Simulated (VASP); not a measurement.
SiSe2:

```
Si Se
1.0
    -3.11202    5.01022    2.93545
     3.11202   -5.01022    2.93545
     3.11202    5.01022   -2.93545
Si Se
2 4
Direct
  0.75000 0.75000 0.00000
  0.25000 0.25000 0.00000
  0.12065 0.20322 0.32387
  0.87935 0.79678 0.67613
  0.37935 0.70322 0.08257
  0.62065 0.29678 0.91743
```

The cell is a database's computed one.

| Quantity | Value |
| --- | --- |
| Program | VASP 6.6.1 |
| Task | relaxation of cell and atoms |
| Functional | LDA |
| Potentials or basis | VASP PAW LDA potentials, release 64 (Si, Se) |
| Cutoff | 600 eV |
| k mesh | 6 × 6 × 6 |
| Occupations | gaussian, width 0.03 eV |
| Spin | no spin polarisation |

At the start: pressure -1.1 GPa; volume 30.51 Å³/atom.

Q: Where does the relaxation end?

A: Over 30 steps the energy falls by 21.5 meV/atom and the volume is 26.00 Å³/atom (-14.8 %); space group Ibam (No. 72, to 0.05 Å).

The path:
```
step  energy change (eV)  largest force (eV/Å)  pressure (GPa)  volume (Å³)
   1              0.0000                0.0225           -1.08       183.08
   2             -0.0101                0.4284            0.53       177.70
   3             -0.0128                0.2918            0.01       179.36
   4             -0.0286                0.2594            0.01       177.01
   5             -0.0672                0.1742            0.09       170.06
   6             -0.0953                0.0440            0.64       156.68
   7             -0.1090                0.1264           -0.02       155.72
   8             -0.1110                0.2080           -0.35       155.21
   9             -0.1192                0.0904            0.07       154.12
  10             -0.1205                0.0485            0.31       153.52
  11             -0.1223                0.0625            0.05       154.07
  12             -0.1226                0.0804           -0.12       154.44
  13             -0.1242                0.0458           -0.04       154.53
  14             -0.1256                0.0432            0.16       154.72
  15             -0.1270                0.0072           -0.04       155.31
  16             -0.1271                0.0246           -0.12       155.57
  17             -0.1274                0.0232            0.06       155.36
  18             -0.1274                0.0204            0.03       155.39
  19             -0.1275                0.0194            0.00       155.44
  20             -0.1276                0.0322           -0.07       155.61
  21             -0.1277                0.0311           -0.06       155.60
  22             -0.1278                0.0278           -0.05       155.59
  23             -0.1279                0.0223           -0.01       155.57
  24             -0.1281                0.0150            0.08       155.51
  25             -0.1283                0.0134            0.06       155.57
  26             -0.1287                0.0110            0.00       155.76
  27             -0.1290                0.0183           -0.10       156.12
  28             -0.1291                0.0114            0.01       156.00
  29             -0.1291                0.0057           -0.01       156.02
  30             -0.1291                0.0057            0.00       155.99
```

Final structure:
```yaml
crystal:
  lattice:
    - [-3.03282, 4.42439, 2.90621]
    - [3.03282, -4.42439, 2.90621]
    - [3.03282, 4.42439, -2.90621]
  atoms:
    - { symbol: Si, position: [0.75000, 0.75000, 0.00000] }
    - { symbol: Si, position: [0.25000, 0.25000, 0.00000] }
    - { symbol: Se, position: [0.13244, 0.21587, 0.34831] }
    - { symbol: Se, position: [0.86756, 0.78413, 0.65169] }
    - { symbol: Se, position: [0.36756, 0.71587, 0.08343] }
    - { symbol: Se, position: [0.63244, 0.28413, 0.91657] }
```
